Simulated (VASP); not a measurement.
# TePb (Fm-3m) in VASP: a series of runs

Runs on TePb. Level: PBE. Tasks: single point.

Everything below comes from runs of VASP 6.6.1. Logs are shortened: lines on timing, memory, paths and dates and some standing lists are left out, and cuts for length are marked.

**Experimental background.**

From a printed reference work, monograph, for a bulk crystal of TePb at 4.2 K: band gap 0.19 eV (direct).

How close the calculation comes is told below.

**1. The cell of the first run**

It takes space group Fm-3m (No. 225, cubic). The conventional cell has a = 6.330 Å, b = 6.330 Å, c = 6.330 Å, α = 90.00°, β = 90.00°, γ = 90.00°. Te (site symmetry m-3m) has 6 Pb at 3.17 Å within 4.2 Å. Within 4.2 Å of Pb (site symmetry m-3m) lie 6 Te at 3.17 Å.

**2. Single point, PBE**

File INCAR:

```
ALGO = Normal
EDIFF = 1E-7
ENCUT = 520
GGA = PE
ISIF = 2
ISMEAR = 0
LASPH = True
LCHARG = False
LREAL = False
LWAVE = False
NBANDS = 17
NELM = 60
PREC = Accurate
SIGMA = 0.01
```

File KPOINTS:

```
k-points
0
Gamma
  6 6 6
```

File POSCAR:

```
TePb
1.0
    0.0000000000      3.1650427173      3.1650427173
    3.1650427173      0.0000000000      3.1650427173
    3.1650427173      3.1650427173      0.0000000000
Te Pb
1 1
Direct
    0.5000000000      0.5000000000      0.5000000000
    0.0000000000      0.0000000000      0.0000000000
```

Potentials or basis: VASP PAW PBE potentials, release 64 (Te, Pb_d).

Started as:

```console
cat potpaw_PBE.64/Te/POTCAR potpaw_PBE.64/Pb_d/POTCAR > POTCAR
mpirun -np 1 vasp_std > vasp.out
```

OUTCAR:

```text
EDIFF = 1E-7
   ENCUT = 520
   GGA = PE
   ISIF = 2
   ISMEAR = 0
   LASPH = True
   LREAL = False
   NELM = 60
   PREC = Accurate

 ion  position               nearest neighbor table
   1  0.500  0.500  0.500-   2 3.17   2 3.17   2 3.17   2 3.17   2 3.17   2 3.17
   2  0.000  0.000  0.000-   1 3.17   1 3.17   1 3.17   1 3.17   1 3.17   1 3.17

  LATTYP: Found a face centered cubic cell.
 ALAT       =     6.3300854346

  Lattice vectors:

 A1 = (   0.0000000000,   3.1650427173,   3.1650427173)
 A2 = (   3.1650427173,   0.0000000000,   3.1650427173)
 A3 = (   3.1650427173,   3.1650427173,   0.0000000000)

Analysis of symmetry for initial positions (statically):
=====================================================================
 Subroutine PRICEL returns:
 Original cell was already a primitive cell.

 Routine SETGRP: Setting up the symmetry group for a
 face centered cubic supercell.

 Subroutine GETGRP returns: Found 48 space group operations
 (whereof 48 operations were pure point group operations)
 out of a pool of 48 trial point group operations.

The static configuration has the point symmetry O_h .

Analysis of symmetry for dynamics (positions and initial velocities):
=====================================================================
 Subroutine PRICEL returns:
 Original cell was already a primitive cell.

 Routine SETGRP: Setting up the symmetry group for a
 face centered cubic supercell.

 Subroutine GETGRP returns: Found 48 space group operations
 (whereof 48 operations were pure point group operations)
 out of a pool of 48 trial point group operations.

The dynamic configuration has the point symmetry O_h .

 Subroutine INISYM returns: Found 48 space group operations
 (whereof 48 operations are pure point group operations),
 and found     1 'primitive' translations

----------------------------------------------------------------------------------------

                                     Primitive cell

  volume of cell :      63.4116

  direct lattice vectors                    reciprocal lattice vectors
     0.000000000  3.165042717  3.165042717    -0.157975751  0.157975751  0.157975751
     3.165042717  0.000000000  3.165042717     0.157975751 -0.157975751  0.157975751
     3.165042717  3.165042717  0.000000000     0.157975751  0.157975751 -0.157975751

  length of vectors
     4.476046336  4.476046336  4.476046336     0.273622027  0.273622027  0.273622027

  position of ions in fractional coordinates (direct lattice)
     0.500000000  0.500000000  0.500000000
     0.000000000  0.000000000  0.000000000

  ion indices of the primitive-cell ions
   primitive index   ion index
                 1           1
                 2           2

----------------------------------------------------------------------------------------

 KPOINTS: k-points

Automatic generation of k-mesh.
 Grid dimensions read from file:
 generate k-points for:    6    6    6

 Generating k-lattice:

  Cartesian coordinates                     Fractional coordinates (reciprocal lattice)
    -0.026329292  0.026329292  0.026329292     0.166666667  0.000000000  0.000000000
     0.026329292 -0.026329292  0.026329292     0.000000000  0.166666667  0.000000000
     0.026329292  0.026329292 -0.026329292     0.000000000  0.000000000  0.166666667

  Length of vectors
     0.045603671  0.045603671  0.045603671

  Shift w.r.t. Gamma in fractional coordinates (k-lattice)
     0.000000000  0.000000000  0.000000000

 Subroutine IBZKPT returns following result:
 ===========================================

 Found     16 irreducible k-points:

 Following reciprocal coordinates:
            Coordinates               Weight
  0.000000  0.000000  0.000000      1.000000
  0.166667  0.000000  0.000000      8.000000
  0.333333  0.000000  0.000000      8.000000
  0.500000  0.000000  0.000000      4.000000
  0.166667  0.166667  0.000000      6.000000
  0.333333  0.166667  0.000000     24.000000
[... 8 lines left out ...]
 -0.333333  0.333333  0.166667     24.000000
 -0.333333  0.500000  0.166667     12.000000
   k-points           NKPTS =     16   k-points in BZ     NKDIM =     16   number of bands    NBANDS=     17
   number of dos      NEDOS =    301   number of ions     NIONS =      2
   total plane-waves  NPLWV =  46656
   dimension x,y,z NGX =    36 NGY =   36 NGZ =   36
   dimension x,y,z NGXF=    72 NGYF=   72 NGZF=   72
   ions per type =               1   1
   NGX,Y,Z   is equivalent  to a cutoff of  13.37, 13.37, 13.37 a.u.
   NGXF,Y,Z  is equivalent  to a cutoff of  26.74, 26.74, 26.74 a.u.
 SYSTEM =  unknown system
   PREC   = accura    normal or accurate (medium, high low for compatibility)
   ISTART =      0    job   : 0-new  1-cont  2-samecut
   ICHARG =      2    charge: 1-file 2-atom 10-const
   ISPIN  =      1    spin polarized calculation?
   LNONCOLLINEAR =      F non collinear calculations
   LSORBIT =      F    spin-orbit coupling
   LASPH  =      T    aspherical Exc in radial PAW
   ENCUT  =  520.0 eV  38.22 Ry    6.18 a.u.   8.32  8.32  8.32*2*pi/ulx,y,z
   NELM   =     60;   NELMIN=  2; NELMDL= -5     # of ELM steps
   EDIFF  = 0.1E-06   stopping-criterion for ELM
   LREAL  =      F    real-space projection
   EDIFFG = 0.1E-05   stopping-criterion for IOM
   NSW    =      0    number of steps for IOM
   IBRION =     -1    ionic relax: 0-MD 1-quasi-New 2-CG
   NFREE  =      0    steps in history (QN), initial steepest desc. (CG)
   ISIF   =      2    stress and relaxation
   ISYM   =      2    0-nonsym 1-usesym 2-fastsym
   POTIM  = 0.5000    time-step for ionic-motion
   TEBEG  =    0.0;   TEEND  =   0.0 temperature during run
   PSTRESS=    0.0 pullay stress
   NELECT =      20.0000    total number of electrons
   NUPDOWN=      -1.0000    fix difference up-down
   EMIN   =  10.00;   EMAX   =-10.00  energy-range for DOS
   EFERMI =   0.00;   METHOD = LEGACY
   ISMEAR =     0;   SIGMA  =   0.01  broadening in eV -4-tet -1-fermi 0-gaus
   EFERMI_NEDOS =   21; number of points for ismear=-14 and -15
   IALGO  =     38    algorithm
   IMIX   =      4    mixing-type and parameters
     AMIX     =   0.40;   BMIX     =  1.00
     AMIX_MAG =   1.60;   BMIX_MAG =  1.00
  volume/ion in A,a.u.               =      31.71       213.96
  Fermi-wavevector in a.u.,A,eV,Ry     =   1.114368  2.105850 16.895930  1.241816
  Thomas-Fermi vector in A             =   2.250962
   LORBIT       =      0    0 simple, 1 ext, 2 COOP (PROOUT), +10 PAW based schemes
   GGA     = PE    functional components
   LHFCALC =     F    Hartree Fock is set to
   AEXX    =    0.0000 exact exchange contribution
   IVDW    =     0    specifies the selected vdW correction
   LEPSILON=     F    determine dielectric tensor
   LRPA    =     F    only Hartree local field effects (RPA)
 non-spin polarized calculation
 Gauss-broadening in eV      SIGMA  =   0.01
  energy-cutoff  :      520.00
  volume of cell :       63.41
 maximum number of plane-waves:      1724
 NGX is ok and might be reduce to    36
   NGX = 17   NGY = 17   NGZ = 17

 number of electron      19.9999998 magnetization

 Free energy of the ion-electron system (eV)
  ---------------------------------------------------
  ext. energy  EPLUGINS =         0.00000000
  ---------------------------------------------------
  free energy    TOTEN  =        -7.40724593 eV

  energy without entropy =       -7.40724593  energy(sigma->0) =       -7.40724593

 E-fermi :   6.5212     XC(G=0):  -9.5827

 val. band max:        6.4757278871   @ k =   0.5000   0.0000   0.0000
 cond. band min:       7.0651434259   @ k =   0.5000   0.0000   0.0000
 fundamental gap:      0.5894155387
 Fermi energy:         6.5211850988

 k-point     1 :       0.0000    0.0000    0.0000
  band No.  band energies     occupation
      1     -10.3877      2.00000
      2     -10.3877      2.00000
      3     -10.3732      2.00000
      4     -10.3732      2.00000
      5     -10.3732      2.00000
      6      -6.1035      2.00000
[... 9 lines left out ...]
     16      12.0981      0.00000
     17      13.5762      0.00000

 k-point     2 :       0.1667    0.0000    0.0000
  band No.  band energies     occupation
      1     -10.3922      2.00000
      2     -10.3922      2.00000
      3     -10.3725      2.00000
      4     -10.3683      2.00000
      5     -10.3683      2.00000
      6      -5.8454      2.00000
[... 9 lines left out ...]
     16      12.6309      0.00000
     17      15.4191      0.00000

 k-point     3 :       0.3333    0.0000    0.0000
  band No.  band energies     occupation
      1     -10.4026      2.00000
      2     -10.4026      2.00000
      3     -10.3714      2.00000
      4     -10.3569      2.00000
      5     -10.3569      2.00000
      6      -5.1323      2.00000
[... 9 lines left out ...]
     16      14.0416      0.00000
     17      17.7959      0.00000

 k-point     4 :       0.5000    0.0000    0.0000
  band No.  band energies     occupation
      1     -10.4079      2.00000
      2     -10.4079      2.00000
      3     -10.3711      2.00000
      4     -10.3510      2.00000
      5     -10.3510      2.00000
      6      -4.4981      2.00000
[... 9 lines left out ...]
     16      15.6654      0.00000
     17      15.8477      0.00000

 k-point     5 :       0.1667    0.1667    0.0000
  band No.  band energies     occupation
      1     -10.4035      2.00000
      2     -10.3841      2.00000
      3     -10.3765      2.00000
      4     -10.3653      2.00000
      5     -10.3653      2.00000
      6      -5.7587      2.00000
[... 9 lines left out ...]
     16      13.5253      0.00000
     17      14.6780      0.00000

 k-point     6 :       0.3333    0.1667    0.0000
  band No.  band energies     occupation
      1     -10.4187      2.00000
      2     -10.3883      2.00000
      3     -10.3757      2.00000
      4     -10.3583      2.00000
      5     -10.3547      2.00000
      6      -5.1965      2.00000
[... 9 lines left out ...]
     16      14.8829      0.00000
     17      16.4063      0.00000

 k-point     7 :       0.5000    0.1667    0.0000
  band No.  band energies     occupation
      1     -10.4232      2.00000
      2     -10.3987      2.00000
      3     -10.3695      2.00000
      4     -10.3553      2.00000
      5     -10.3488      2.00000
      6      -4.4448      2.00000
[... 9 lines left out ...]
     16      15.8355      0.00000
     17      16.4507      0.00000

 k-point     8 :      -0.3333    0.1667    0.0000
  band No.  band energies     occupation
      1     -10.4128      2.00000
      2     -10.4040      2.00000
      3     -10.3673      2.00000
      4     -10.3556      2.00000
      5     -10.3545      2.00000
      6      -4.6634      2.00000
[... 9 lines left out ...]
     16      15.2985      0.00000
     17      16.8719      0.00000

 k-point     9 :      -0.1667    0.1667    0.0000
  band No.  band energies     occupation
      1     -10.4006      2.00000
      2     -10.3973      2.00000
      3     -10.3713      2.00000
      4     -10.3644      2.00000
      5     -10.3596      2.00000
      6      -5.4312      2.00000
[... 9 lines left out ...]
     16      14.6536      0.00000
     17      15.0232      0.00000

 k-point    10 :       0.3333    0.3333    0.0000
  band No.  band energies     occupation
      1     -10.4472      2.00000
      2     -10.3831      2.00000
      3     -10.3769      2.00000
      4     -10.3485      2.00000
      5     -10.3485      2.00000
      6      -4.8415      2.00000
[... 9 lines left out ...]
     16      15.6949      0.00000
     17      16.3754      0.00000

 k-point    11 :       0.5000    0.3333    0.0000
  band No.  band energies     occupation
      1     -10.4568      2.00000
      2     -10.3811      2.00000
      3     -10.3801      2.00000
      4     -10.3461      2.00000
      5     -10.3434      2.00000
      6      -4.2867      2.00000
[... 9 lines left out ...]
     16      16.4659      0.00000
     17      17.4239      0.00000

 k-point    12 :      -0.3333    0.3333    0.0000
  band No.  band energies     occupation
      1     -10.4391      2.00000
      2     -10.3936      2.00000
      3     -10.3679      2.00000
      4     -10.3546      2.00000
      5     -10.3476      2.00000
      6      -4.1385      2.00000
[... 9 lines left out ...]
     16      14.7180      0.00000
     17      16.9144      0.00000

 k-point    13 :       0.5000    0.5000    0.0000
  band No.  band energies     occupation
      1     -10.4743      2.00000
      2     -10.3864      2.00000
      3     -10.3733      2.00000
      4     -10.3396      2.00000
      5     -10.3396      2.00000
      6      -4.1796      2.00000
[... 9 lines left out ...]
     16      17.6353      0.00000
     17      17.8422      0.00000

 k-point    14 :       0.5000    0.3333    0.1667
  band No.  band energies     occupation
      1     -10.4340      2.00000
      2     -10.3906      2.00000
      3     -10.3733      2.00000
      4     -10.3537      2.00000
      5     -10.3489      2.00000
      6      -4.5906      2.00000
[... 9 lines left out ...]
     16      15.4997      0.00000
     17      16.0956      0.00000

 k-point    15 :      -0.3333    0.3333    0.1667
  band No.  band energies     occupation
      1     -10.4385      2.00000
      2     -10.3946      2.00000
      3     -10.3644      2.00000
      4     -10.3612      2.00000
      5     -10.3441      2.00000
      6      -4.1373      2.00000
[... 9 lines left out ...]
     16      16.7407      0.00000
     17      16.9577      0.00000

 k-point    16 :      -0.3333    0.5000    0.1667
  band No.  band energies     occupation
      1     -10.4566      2.00000
      2     -10.3851      2.00000
      3     -10.3753      2.00000
      4     -10.3520      2.00000
      5     -10.3396      2.00000
      6      -4.0509      2.00000
[... 9 lines left out ...]
     16      17.4027      0.00000
     17      18.0296      0.00000

------------------------ aborting loop because EDIFF is reached ----------------------------------------

  FORCE on cell =-STRESS in cart. coord.  units (eV):
  Direction    XX          YY          ZZ          XY          YZ          ZX
  --------------------------------------------------------------------------------------
  -------------------------------------------------------------------------------------
  Total        2.1818207      2.1818207      2.1818207      0.0000000      0.0000000      0.0000000
  in kB       55.1265639     55.1265639     55.1265639      0.0000000      0.0000000      0.0000000
  external PRESSURE =      55.1265639 kB  Pullay stress =       0.0000000 kB

 VOLUME and BASIS-vectors are now :
 -----------------------------------------------------------------------------
  energy-cutoff  :      520.00
  volume of cell :       63.41
      direct lattice vectors                 reciprocal lattice vectors
     0.000000000  3.165042717  3.165042717    -0.157975751  0.157975751  0.157975751
     3.165042717  0.000000000  3.165042717     0.157975751 -0.157975751  0.157975751
     3.165042717  3.165042717  0.000000000     0.157975751  0.157975751 -0.157975751

 POSITION                                       TOTAL-FORCE (eV/Angst)
 -----------------------------------------------------------------------------------
      3.16504      3.16504      3.16504        -0.000000      0.000000     -0.000000
      0.00000      0.00000      0.00000         0.000000     -0.000000      0.000000
 -----------------------------------------------------------------------------------
    total drift:                               -0.000000      0.000000      0.000000

  FREE ENERGIE OF THE ION-ELECTRON SYSTEM (eV)
  ---------------------------------------------------
  free  energy   TOTEN  =        -7.4072459303 eV

  energy  without entropy=       -7.4072459303  energy(sigma->0) =       -7.40724593
```

Wall time 15 s (1 thread of Intel Xeon 6975P-C (Granite Rapids), shared host); peak memory 0.19 GiB.

What came out:

* Free energy: -7.4072 eV
* Pressure: 5.5 GPa
* Band gap on the k mesh: 0.59 eV, direct

Levels at points of the mesh, in eV from the valence-band top:
```
           k point  band 6  band 7  band 8  band 9  band 10  band 11  band 12  band 13  band 14  band 15
(0.00, 0.00, 0.00)  -12.58   -5.45   -1.61   -1.61    -1.61     4.12     4.12     4.12     5.62     5.62
(0.50, 0.00, 0.00)  -10.97   -8.96   -1.11   -1.11     0.00     0.59     1.09     1.09     8.44     9.19
(0.50, 0.50, 0.00)  -10.66   -7.42   -5.03   -3.20    -3.20     2.99     5.68     5.68     7.05    10.21
```

Caveat: spin-orbit coupling is left out, which moves the levels of the heavy elements.

**3. Single point, PBE**

This run uses another cell than the first one, of 32.38 Å³/atom, 1.021 times its volume.

File INCAR:

```
SYSTEM = TePb
ALGO     = Normal         ! electronic algorithm
EDIFF    = 1E-7           ! SCF threshold, eV
ENCUT    = 520            ! plane-wave cutoff, eV
GGA      = PE             ! functional
ISIF     = 2              ! what is computed and relaxed
ISMEAR   = 0              ! smearing method
LASPH    = .TRUE.         ! aspherical terms in the spheres
LCHARG   = .TRUE.         ! write CHGCAR
LELF     = .TRUE.         ! ELF
LREAL    = .FALSE.        ! projectors in reciprocal space
LVHAR    = .TRUE.       
LWAVE    = .FALSE.        ! write WAVECAR
NBANDS   = 17             ! bands
NELM     = 100            ! most SCF steps
PREC     = Accurate       ! precision mode
SIGMA    = 0.01           ! smearing width, eV
```

File KPOINTS:

```
k-points
0
G
  6 6 6
  0 0 0
```

File POSCAR:

```
TePb
1.0
    0.0000000000      3.1873324849      3.1873324849
    3.1873324849      0.0000000000      3.1873324849
    3.1873324849      3.1873324849      0.0000000000
Te Pb
1 1
Direct
    0.5000000000      0.5000000000      0.5000000000
    0.0000000000      0.0000000000      0.0000000000
```

Potentials or basis: VASP PAW PBE potentials, release 64 (Te, Pb_d).

Started as:

```console
cat potpaw_PBE.64/Te/POTCAR potpaw_PBE.64/Pb_d/POTCAR > POTCAR
mpirun -np 1 vasp_std > vasp.out
```

Run time: 14 s. Hardware: 1 thread of Intel Xeon 6975P-C (Granite Rapids), shared host; peak memory 0.2 GiB.

Results (log left out):

| Item | Value |
| --- | --- |
| Free energy | -7.4486 eV |
| Pressure | 4.3 GPa |
| Band gap on the k mesh | 0.64 eV, direct |

Levels at points of the mesh, in eV from the valence-band top:
| k point | band 6 | band 7 | band 8 | band 9 | band 10 | band 11 | band 12 | band 13 | band 14 | band 15 |
| --- | --- | --- | --- | --- | --- | --- | --- | --- | --- | --- |
| (0.00, 0.00, 0.00) | -12.38 | -5.50 | -1.52 | -1.52 | -1.52 | 4.11 | 4.11 | 4.11 | 5.68 | 5.68 |
| (0.50, 0.00, 0.00) | -10.84 | -8.83 | -1.03 | -1.03 | 0.00 | 0.64 | 1.15 | 1.15 | 8.42 | 9.21 |
| (0.50, 0.50, 0.00) | -10.54 | -7.37 | -4.84 | -3.06 | -3.06 | 3.09 | 5.61 | 5.61 | 6.94 | 10.18 |

Caveat: spin-orbit coupling is left out, which moves the levels of the heavy elements. A k mesh can miss the band edges.

(Continued in part 2 of 2.)
